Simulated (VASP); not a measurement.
# V in VASP: further runs, part 2 of 2

VASP 6.6.1. The steps go on from the part before.

### 5 Single point, PBE, collinear spin, typed start

This run uses another cell than the first one: it holds 4 atoms, not 1.

File INCAR:

```
PREC = Accurate
ENCUT = 520
EDIFF = 1E-6
ISMEAR = 0
SIGMA = 0.1
LREAL = F
LASPH = T
NELM = 150
ALGO = Fast
ISIF = 2
LWAVE = F
LCHARG = F
ISPIN = 2
MAGMOM = 0.54 0.54 0.54 0.54
LORBIT = 11
LMAXMIX = 4
GGA = PE
NBANDS = 38
```

File KPOINTS:

```
Automatic mesh
0
Gamma
  4 4 4
```

File POSCAR:

```
V
1.0
    3.8232564678      0.0000000000      0.0000000000
    0.0000000000      3.8232564678      0.0000000000
    0.0000000000      0.0000000000      3.8232564678
V
4
Direct
    0.0000707115      0.0000707115      0.0000707115
    0.4999292885      0.9999292885      0.5000707115
    0.5000707115      0.4999292885      0.9999292885
    0.9999292885      0.5000707115      0.4999292885
```

Run with:

```bash
> cat potpaw_PBE.64/V_sv/POTCAR > POTCAR
> mpirun -np 1 vasp_std > vasp.out
```

Run time: 33 s. Hardware: 1 thread of Intel Xeon Platinum 8488C (Sapphire Rapids), shared host; peak memory 0.18 GiB.

The run converged. Its results:

```
Free energy                                           : -34.8970 eV
Pressure                                              : 0.0 GPa
Band gap on the k mesh                                : none (metal or under the smearing width)
Net moment                                            : 1.93 μB per cell
Site moments                                          : V +0.41 μB
Valence electrons inside the program's atomic spheres : V 11.58
```

Forces on the atoms (eV/Å):
```
V   -0.001 -0.001 -0.001
V    0.001  0.001 -0.001
V   -0.001  0.001  0.001
V    0.001 -0.001  0.001
```

Levels at points of the mesh, in eV from the Fermi level:
Spin up:
| k point | band 25 | band 26 | band 27 | band 28 | band 29 | band 30 | band 31 | band 32 |
| --- | --- | --- | --- | --- | --- | --- | --- | --- |
| (0.00, 0.00, 0.00) | -0.04 | -0.04 | 1.69 | 1.69 | 2.82 | 2.82 | 2.82 | 3.14 |
| (0.50, 0.00, 0.00) | -1.20 | -1.20 | 0.44 | 0.44 | 1.22 | 1.22 | 1.22 | 1.22 |
| (0.50, 0.50, 0.00) | -0.89 | -0.89 | -0.88 | -0.88 | 0.87 | 0.87 | 0.87 | 0.87 |
| (0.50, 0.50, 0.50) | -0.15 | -0.15 | -0.15 | -0.15 | 0.63 | 0.63 | 0.63 | 0.63 |
Spin down:
```
           k point  band 20  band 21  band 22  band 23  band 24  band 25  band 26  band 27  band 28  band 29
(0.00, 0.00, 0.00)    -3.31    -2.43    -2.43    -2.43     0.33     0.33     0.33     2.05     2.05     3.19
(0.50, 0.00, 0.00)    -2.15    -1.20    -1.20    -0.85    -0.85    -0.85    -0.85     0.78     0.78     1.59
(0.50, 0.50, 0.00)    -2.37    -0.83    -0.83    -0.83    -0.83    -0.56    -0.56    -0.56    -0.56     1.22
(0.50, 0.50, 0.50)    -3.15     0.21     0.21     0.21     0.21     0.21     0.21     0.21     0.21     0.88
```

Caveat: the k mesh is coarse (spacing up to 0.41 Å⁻¹), so the values aren't converged.

### 6 Relaxation of cell and atoms, PBE, collinear spin, typed start

This run uses another cell than the first one: it holds 4 atoms, not 1.

File INCAR:

```
SYSTEM = V
PREC = Accurate
ENCUT = 600
EDIFF = 1E-7
ISMEAR = 0
SIGMA = 0.1
LREAL = .False.
LASPH = .True.
NELM = 150
ALGO = Normal
ISIF = 3
LWAVE = .False.
LCHARG = .False.
ISPIN = 2
MAGMOM = 0.54 0.54 0.54 0.54
LORBIT = 11
LMAXMIX = 4
GGA = PE
IBRION = 2
NSW = 90
EDIFFG = -0.04
```

File KPOINTS:

```
Automatic mesh
0
Gamma
  4 4 4
  0 0 0
```

File POSCAR:

```
V
1.0
    4.0097639081      0.0000000000      0.0000000000
    0.0000000000      4.0097639081      0.0000000000
    0.0000000000      0.0000000000      4.0097639081
V
4
Direct
    0.0300000000      0.0300000000      0.0300000000
    0.4700000000      0.9700000000      0.5300000000
    0.5300000000      0.4700000000      0.9700000000
    0.9700000000      0.5300000000      0.4700000000
```

Potentials or basis: VASP PAW PBE potentials, release 64 (V_sv).

Run with:

```bash
> cat potpaw_PBE.64/V_sv/POTCAR > POTCAR
> mpirun -np 1 vasp_std > vasp.out
```

Wall time 3.8 min (1 thread of Intel Xeon Platinum 8488C (Sapphire Rapids), shared host); peak memory 0.22 GiB.

The run converged. Its results:

| Item | Value |
| --- | --- |
| Free energy | -34.9043 eV |
| Relaxed volume | 13.98 Å³/atom |
| Relaxed cell | a = 3.824 Å, b = 3.824 Å, c = 3.824 Å, α = 90.00°, β = 90.00°, γ = 90.00° |
| Space group after relaxing (to 0.05 Å) | Fm-3m (No. 225) |
| Energy gained by relaxing | 213.0 meV/atom |
| Ionic steps | 7 |
| Pressure after relaxing | -0.1 GPa |
| Largest force after relaxing | 0.023 eV/Å |
| Band gap on the k mesh | none (metal or under the smearing width) |
| Net moment | 1.93 μB per cell |
| Site moments | V +0.41 μB |
| Valence electrons inside the program's atomic spheres | V 11.58 |

Forces in eV/Å, atoms in the order of the input:
```
V   -0.014 -0.014 -0.014
V    0.014  0.014 -0.014
V   -0.014  0.014  0.014
V    0.014 -0.014  0.014
```

The path:
| step | energy change (eV) | largest force (eV/Å) | pressure (GPa) | volume (Å³) |
| --- | --- | --- | --- | --- |
| 1 | 0.0000 | 0.7845 | -15.68 | 64.47 |
| 2 | -0.1982 | 1.1920 | 21.73 | 50.85 |
| 3 | -0.4930 | 1.0790 | 1.58 | 56.24 |
| 4 | -0.6758 | 0.7252 | 1.84 | 55.77 |
| 5 | -0.8378 | 0.0492 | 3.84 | 54.73 |
| 6 | -0.8042 | 0.0131 | -6.49 | 58.18 |
| 7 | -0.8521 | 0.0235 | -0.10 | 55.92 |

Final structure:
```yaml
crystal:
  lattice:
    - [3.82402, 0.00000, 0.00000]
    - [0.00000, 3.82402, 0.00000]
    - [0.00000, 0.00000, 3.82402]
  atoms:
    - { symbol: V, position: [0.00068, 0.00068, 0.00068] }
    - { symbol: V, position: [0.49932, 0.99932, 0.50068] }
    - { symbol: V, position: [0.50068, 0.49932, 0.99932] }
    - { symbol: V, position: [0.99932, 0.50068, 0.49932] }
```

Levels at points of the mesh, in eV from the Fermi level:
Spin up:
```
           k point  band 25  band 26  band 27  band 28  band 29  band 30  band 31  band 32
(0.00, 0.00, 0.00)    -0.04    -0.04     1.69     1.69     2.82     2.82     2.82     3.13
(0.50, 0.00, 0.00)    -1.20    -1.20     0.44     0.44     1.22     1.22     1.22     1.22
(0.50, 0.50, 0.00)    -0.89    -0.89    -0.87    -0.87     0.86     0.86     0.87     0.87
(0.50, 0.50, 0.50)    -0.15    -0.15    -0.15    -0.15     0.63     0.63     0.63     0.63
```
Spin down:
| k point | band 21 | band 22 | band 23 | band 24 | band 25 | band 26 | band 27 | band 28 |
| --- | --- | --- | --- | --- | --- | --- | --- | --- |
| (0.00, 0.00, 0.00) | -2.43 | -2.43 | -2.43 | 0.33 | 0.33 | 0.33 | 2.05 | 2.05 |
| (0.50, 0.00, 0.00) | -1.20 | -1.20 | -0.85 | -0.85 | -0.85 | -0.85 | 0.78 | 0.78 |
| (0.50, 0.50, 0.00) | -0.84 | -0.84 | -0.82 | -0.82 | -0.57 | -0.57 | -0.55 | -0.55 |
| (0.50, 0.50, 0.50) | 0.21 | 0.21 | 0.21 | 0.21 | 0.21 | 0.21 | 0.21 | 0.21 |

Caveat: the k mesh is coarse (spacing up to 0.39 Å⁻¹), so the values aren't converged.

### 7 Relaxation of cell and atoms, PBE, collinear spin, typed start

This run uses another cell than the first one: it holds 4 atoms, not 1.

File INCAR:

```
PREC     = Accurate       # precision mode
ENCUT    = 600            # plane-wave cutoff, eV
EDIFF    = 1E-7           # SCF threshold, eV
ISMEAR   = 0              # smearing method
SIGMA    = 0.1            # smearing width, eV
LREAL    = False          # projectors in reciprocal space
LASPH    = True           # aspherical terms in the spheres
NELM     = 150            # most SCF steps
ALGO     = Normal         # electronic algorithm
ISIF     = 3              # what is computed and relaxed
LWAVE    = False          # write WAVECAR
LCHARG   = False          # write CHGCAR
ISPIN    = 2              # spin polarisation
MAGMOM   = 0.16 0.16 0.16 0.16 # initial moments
LORBIT   = 11             # projections on sites
LMAXMIX  = 4              # l up to which the mixer works
GGA      = PE             # functional
IBRION   = 2              # ionic algorithm
NSW      = 90             # ionic steps
EDIFFG   = -0.04          # ionic threshold
```

File KPOINTS:

```
Automatic mesh
0
Gamma
  6 6 4
```

File POSCAR:

```
V
1.0
    1.5118855153     -4.7960114534      0.0000000000
    1.5118855153      4.7960114534      0.0000000000
    0.0000000000      0.0000000000      4.0012438411
V
4
Direct
    0.0980000000      0.9020000000      0.9100000000
    0.5980000000      0.4020000000      0.5900000000
    0.9020000000      0.0980000000      0.0900000000
    0.4020000000      0.5980000000      0.4100000000
```

Potentials or basis: VASP PAW PBE potentials, release 64 (V_sv).

Run with:

```bash
> cat potpaw_PBE.64/V_sv/POTCAR > POTCAR
> mpirun -np 1 vasp_std > vasp.out
```

OUTCAR:

```text
PREC = Accurate
   ENCUT = 600
   EDIFF = 1E-7
   ISMEAR = 0
   LREAL = False
   LASPH = True
   NELM = 150
   ISIF = 3
   ISPIN = 2
   LORBIT = 11
   GGA = PE
   IBRION = 2
   NSW = 90
   EDIFFG = -0.04

 ion  position               nearest neighbor table
   1  0.098  0.902  0.910-   2 1.98   2 1.98   3 2.01
   2  0.598  0.402  0.590-   1 1.98   1 1.98   4 2.01
   3  0.902  0.098  0.090-   4 1.98   4 1.98   1 2.01
   4  0.402  0.598  0.410-   3 1.98   3 1.98   2 2.01

  LATTYP: Found a base centered orthorhombic cell.
 ALAT       =     3.0237710306
 B/A-ratio  =     3.1722054381
 C/A-ratio  =     1.3232628399

  Lattice vectors:

 A1 = (   1.5118855153,  -4.7960114534,   0.0000000000)
 A2 = (   1.5118855153,   4.7960114534,   0.0000000000)
 A3 = (   0.0000000000,   0.0000000000,   4.0012438411)

Analysis of symmetry for initial positions (statically):
=====================================================================
 Subroutine PRICEL returns:
 Original cell was already a primitive cell.

 Routine SETGRP: Setting up the symmetry group for a
 base centered orthorhombic supercell.

 Subroutine GETGRP returns: Found  8 space group operations
 (whereof  4 operations were pure point group operations)
 out of a pool of  8 trial point group operations.

The static configuration has the point symmetry C_2h.
 The point group associated with its full space group is D_2h.

Analysis of symmetry for dynamics (positions and initial velocities):
[... 296 lines left out ...]

 number of electron      51.9999978 magnetization      -0.0000005

 number of electron      51.9999978 magnetization       0.0000001
[... 77 lines left out ...]
 number of electron      51.9999976 magnetization      -0.0000003

 number of electron      51.9999976 magnetization       0.0000003

 Free energy of the ion-electron system (eV)
  ---------------------------------------------------
  ext. energy  EPLUGINS =         0.00000000
  ---------------------------------------------------
  free energy    TOTEN  =       -34.97641863 eV

  energy without entropy =      -34.95366020  energy(sigma->0) =      -34.96503942

 E-fermi :   9.6760     XC(G=0): -12.6707

 val. band max:        9.6611056141   @ k =  -0.1667   0.1667   0.0000
 cond. band min:       9.6873603543   @ k =   0.3333  -0.0000   0.2500
 fundamental gap:      0.0262547402
 Fermi energy:         9.6760253411

 spin component 1

 k-point     1 :       0.0000    0.0000    0.0000
  band No.  band energies     occupation
      1     -54.4274      1.00000
      2     -54.2420      1.00000
      3     -54.1988      1.00000
      4     -54.0517      1.00000
      5     -28.8088      1.00000
      6     -28.5801      1.00000
[... 805 lines left out ...]
     30      11.1391      0.00000
     31      11.2051      0.00000

 [... further k-points ...]

 spin component 2

 k-point     1 :       0.0000    0.0000    0.0000
  band No.  band energies     occupation
      1     -54.4274      1.00000
      2     -54.2420      1.00000
      3     -54.1988      1.00000
      4     -54.0517      1.00000
      5     -28.8088      1.00000
      6     -28.5801      1.00000
[... 838 lines left out ...]
  FREE ENERGIE OF THE ION-ELECTRON SYSTEM (eV)
  ---------------------------------------------------
  free  energy   TOTEN  =       -34.9764186298 eV

  energy  without entropy=      -34.9536602018  energy(sigma->0) =      -34.96503942

 reached required accuracy - stopping structural energy minimisation

 total charge

# of ion       s       p       d       tot
------------------------------------------
    1        2.342   6.204   3.131  11.677
    2        2.342   6.204   3.131  11.677
    3        2.342   6.204   3.131  11.677
    4        2.342   6.204   3.131  11.677
--------------------------------------------------
tot          9.370  24.816  12.523  46.709

 magnetization (x)

# of ion       s       p       d       tot
------------------------------------------
    1        0.000  -0.000   0.000   0.000
    2        0.000  -0.000   0.000   0.000
    3        0.000  -0.000   0.000   0.000
    4        0.000  -0.000   0.000   0.000
--------------------------------------------------
tot          0.000  -0.000   0.000   0.000
```

OSZICAR:

```text
N       E                     dE             d eps       ncg     rms          rms(c)
DAV:   1     0.906557310243E+03    0.90656E+03   -0.34115E+04  4844   0.215E+03
[... 190 lines left out ...]
DAV:   2    -0.349766038706E+02    0.10266E-02   -0.50250E-03  4964   0.789E-01    0.105E-01
DAV:   3    -0.349764340603E+02    0.16981E-03   -0.38103E-04  6226   0.155E-01    0.405E-02
DAV:   4    -0.349764188296E+02    0.15231E-04   -0.53163E-05  6110   0.607E-02    0.109E-02
DAV:   5    -0.349764186801E+02    0.14952E-06   -0.11967E-05  5542   0.292E-02    0.815E-03
DAV:   6    -0.349764184658E+02    0.21425E-06   -0.17089E-06  5563   0.134E-02    0.166E-03
DAV:   7    -0.349764185908E+02   -0.12497E-06   -0.12931E-07  3424   0.358E-03    0.703E-04
DAV:   8    -0.349764186298E+02   -0.39046E-07   -0.20769E-08  2782   0.176E-03
  15 F= -.34976419E+02 E0= -.34965039E+02  d E =-.107777E-02  mag=    -0.0000
```

Run time: 18 min. Hardware: 1 thread of Intel Xeon 6975P-C (Granite Rapids), shared host; peak memory 0.34 GiB.

Results:

```yaml
Free_energy: -34.9764 eV
Relaxed_volume: 13.92 Å³/atom
Relaxed_cell: a = 4.711 Å, b = 4.711 Å, c = 4.332 Å, α = 90.00°, β = 90.00°, γ = 144.59°
Space_group_after_relaxing_to_0.05_Å: Fmmm (No. 69)
Energy_gained_by_relaxing: 1963.3 meV/atom
Ionic_steps: 15
Pressure_after_relaxing: 0.0 GPa
Largest_force_after_relaxing: 0.014 eV/Å
Band_gap_on_the_k_mesh: none (metal or under the smearing width)
Net_moment: 0.00 μB per cell
Valence_electrons_inside_the_program's_atomic_spheres: V 11.68
```

Forces on the atoms (eV/Å):
```
V    0.000 -0.009  0.010
V    0.000 -0.009 -0.010
V    0.000  0.009 -0.010
V    0.000  0.009  0.010
```

Step by step:
| step | energy change (eV) | largest force (eV/Å) | pressure (GPa) | volume (Å³) |
| --- | --- | --- | --- | --- |
| 1 | 0.0000 | 6.9014 | 32.09 | 58.03 |
| 2 | -3.1975 | 0.6467 | -27.15 | 85.98 |
| 3 | -4.2663 | 1.9732 | -17.46 | 75.10 |
| 4 | -4.2752 | 2.1954 | -15.92 | 74.07 |
| 5 | -6.8368 | 1.6195 | -14.45 | 63.09 |
| 6 | -7.7701 | 0.2975 | 1.85 | 55.02 |
| 7 | -7.7721 | 0.3409 | -0.07 | 55.55 |
| 8 | -7.8265 | 0.1187 | 0.26 | 55.46 |
| 9 | -7.8422 | 0.0225 | 0.72 | 55.38 |
| 10 | -7.8401 | 0.2475 | 2.39 | 55.19 |
| 11 | -7.8473 | 0.0955 | 1.29 | 55.30 |
| 12 | -7.8472 | 0.0884 | -2.21 | 56.45 |
| 13 | -7.8521 | 0.0463 | -0.51 | 55.87 |
| 14 | -7.8531 | 0.0076 | 0.15 | 55.65 |
| 15 | -7.8532 | 0.0139 | 0.00 | 55.69 |

Final structure:
```cif
data_structure
_symmetry_space_group_name_H-M 'P 1'
_symmetry_Int_Tables_number 1
_cell_length_a 4.7106
_cell_length_b 4.7106
_cell_length_c 4.3322
_cell_angle_alpha 90.000
_cell_angle_beta 90.000
_cell_angle_gamma 144.594
_cell_volume 55.69
loop_
_atom_site_label
_atom_site_type_symbol
_atom_site_fract_x
_atom_site_fract_y
_atom_site_fract_z
_atom_site_occupancy
V1 V 0.13608 0.86392 0.99984 1
V2 V 0.63608 0.36392 0.50016 1
V3 V 0.86392 0.13608 0.00016 1
V4 V 0.36392 0.63608 0.49984 1
```

Caveat: the k mesh is coarse (spacing up to 0.39 Å⁻¹), so the values aren't converged.

### 8 The runs side by side

| task | spin | cell | k mesh | cutoff (eV) | mesh quality | gap on the mesh (eV) | pressure (GPa) | moment (μB) | relaxed volume (Å³/atom) | largest force (eV/Å) |
| --- | --- | --- | --- | --- | --- | --- | --- | --- | --- | --- |
| relaxation of cell and atoms | off | relaxed | 22 × 22 × 22 | 600 | not flagged | none | 0.0 | - | 14.69 | - |
| single point | collinear, typed start | R-3m, 14.5 Å³/atom | 6 × 6 × 6 | 520 | coarse | none | 7.6 | 0.00 | - | 4.31 |
| single point | collinear, typed start | P2_13, 16.12 Å³/atom | 4 × 4 × 4 | 520 | coarse | none | -15.6 | 2.40 | - | 0.79 |
| single point | collinear, typed start | P2_13, 13.97 Å³/atom | 4 × 4 × 4 | 520 | coarse | none | 0.0 | 1.93 | - | - |
| relaxation of cell and atoms | collinear, typed start | relaxed | 4 × 4 × 4 | 600 | coarse | none | -0.1 | 1.93 | 13.98 | 0.02 |
| relaxation of cell and atoms | collinear, typed start | relaxed | 6 × 6 × 4 | 600 | coarse | none | 0.0 | 0.00 | 13.92 | 0.01 |

Alike in all rows: level PBE; potentials or basis VASP PAW PBE potentials, release 64 (V_sv); smearing gaussian 0.1 eV.

Caveats: some runs use coarse meshes; forces of over 1 eV/Å show positions far from the minimum, so gaps and moduli don't describe the material at rest (some runs); so large a pressure means that the cell lies far from this level's equilibrium, or that cutoff or potentials fall short (some runs).

Total energies depend on the potentials used, so only differences within one code and one set of settings carry meaning.
